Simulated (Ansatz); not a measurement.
# ZnO: the cost of one run

Program: Ansatz 0.2.0. Level of theory: DFT PBEsol, scalar-relativistic, plane waves, PAW. These are calculated values, not measurements.

## Step 1: Starting point

Symmetry: Cm, No. 8, monoclinic system. Conventional cell: a = 11.832 Å, b = 3.249 Å, c = 28.260 Å, α = 90.00°, β = 90.00°, γ = 90.00°. Zn (site symmetry m) has 2 O at 1.97 to 1.99 Å as nearest neighbours. Zn (site symmetry m) is surrounded by 3 O at 1.97 to 1.99 Å. O (site symmetry m) is surrounded by 4 Zn at 1.97 to 1.99 Å. Zn (site symmetry m) is surrounded by 4 O at 1.97 to 1.99 Å. Only part of the 20 independent sites is listed.

Structure file:

```cif
data_structure
_symmetry_space_group_name_H-M 'P 1'
_symmetry_Int_Tables_number 1
_cell_length_a 3.2494
_cell_length_b 6.1350
_cell_length_c 28.2596
_cell_angle_alpha 90.000
_cell_angle_beta 90.000
_cell_angle_gamma 105.357
_cell_volume 543.24
loop_
_atom_site_label
_atom_site_type_symbol
_atom_site_fract_x
_atom_site_fract_y
_atom_site_fract_z
_atom_site_occupancy
Zn1 Zn 0.88199 0.76398 0.30078 1
Zn2 Zn 0.15084 0.30169 0.31538 1
O1 O 0.73417 0.46833 0.33425 1
O2 O 0.00302 0.00604 0.34885 1
Zn3 Zn 0.49512 0.99024 0.38837 1
Zn4 Zn 0.76398 0.52795 0.40297 1
O3 O 0.34730 0.69460 0.42184 1
O4 O 0.61615 0.23231 0.43644 1
Zn5 Zn 0.10825 0.21651 0.47597 1
Zn6 Zn 0.37711 0.75422 0.49056 1
O5 O 0.96043 0.92086 0.50944 1
O6 O 0.22929 0.45857 0.52403 1
Zn7 Zn 0.72139 0.44277 0.56356 1
Zn8 Zn 0.99024 0.98048 0.57816 1
O7 O 0.57356 0.14713 0.59703 1
O8 O 0.84242 0.68484 0.61163 1
Zn9 Zn 0.33452 0.66904 0.65115 1
Zn10 Zn 0.60337 0.20675 0.66575 1
O9 O 0.18670 0.37339 0.68462 1
O10 O 0.45555 0.91110 0.69922 1
```

Slab cut from the bulk at the bulk's listed lattice constants, lower half held.

## Step 2: Relaxing the atoms

Contents of input.yaml:

```yaml
crystal:
  lattice:
    - [3.24939872, 0.0, 0.0]
    - [-1.62469936, 5.91595119, 0.0]
    - [0.0, 0.0, 28.2596090243]
  atoms:
    - { symbol: Zn, position: [0.88198814, 0.76397628, 0.3007826468] }
    - { symbol: Zn, position: [0.15084359, 0.30168717, 0.3153812815] }
    - { symbol: O, position: [0.73416614, 0.46833228, 0.3342514745] }
    - { symbol: O, position: [0.00302159, 0.00604318, 0.3488501092] }
    - { symbol: Zn, position: [0.49512083, 0.99024166, 0.3883744552] }
    - { symbol: Zn, position: [0.76397628, 0.52795255, 0.4029730899] }
    - { symbol: O, position: [0.34729883, 0.69459766, 0.4218432829] }
    - { symbol: O, position: [0.61615428, 0.23230856, 0.4364419176] }
    - { symbol: Zn, position: [0.10825352, 0.21650704, 0.4759662636] }
    - { symbol: Zn, position: [0.37710897, 0.75421793, 0.4905648983] }
    - { symbol: O, position: [0.96043152, 0.92086304, 0.5094351017] }
    - { symbol: O, position: [0.22928697, 0.45857394, 0.5240337364] }
    - { symbol: Zn, position: [0.72138621, 0.44277242, 0.5635580824] }
    - { symbol: Zn, position: [0.99024166, 0.98048332, 0.5781567171] }
    - { symbol: O, position: [0.57356421, 0.14712842, 0.5970269101] }
    - { symbol: O, position: [0.84241966, 0.68483932, 0.6116255448] }
    - { symbol: Zn, position: [0.3345189, 0.6690378, 0.6511498908] }
    - { symbol: Zn, position: [0.60337435, 0.2067487, 0.6657485255] }
    - { symbol: O, position: [0.1866969, 0.3733938, 0.6846187185] }
    - { symbol: O, position: [0.45555235, 0.9111047, 0.6992173532] }
basis:
  ecutwfc: 420.0
  fft_grid_basis: typed
kpoints:
  mp_grid: { grid: [8, 5, 1] }
hamiltonian:
  xc: pbesol
  pseudopotentials: { kind: paw }
scf:
  occupations: { method: gaussian, width: 0.05 }
output:
  forces: true
  eigenvalues: true
efield:
  axis: 3
  dipole_correction: true
  ramp_width: 0.04
relax:
  adjacent_minimum: "off"
  f_tol: 0.04
  max_steps: 40
  constraints: [{ sites: [0, 1, 2, 3, 4, 5, 6, 7, 8] }]
```

The run is started by

```sh
$ ansatz run input.yaml --threads 4 --pin off --max-ram 8847MiB --backend cpu --events-out ev --progress --plain --runs-dir out
```

Q: Estimate wall time and peak memory on 4 threads of Arm Neoverse V2, shared host.

About 5.4 min, with a peak of 2 GiB.
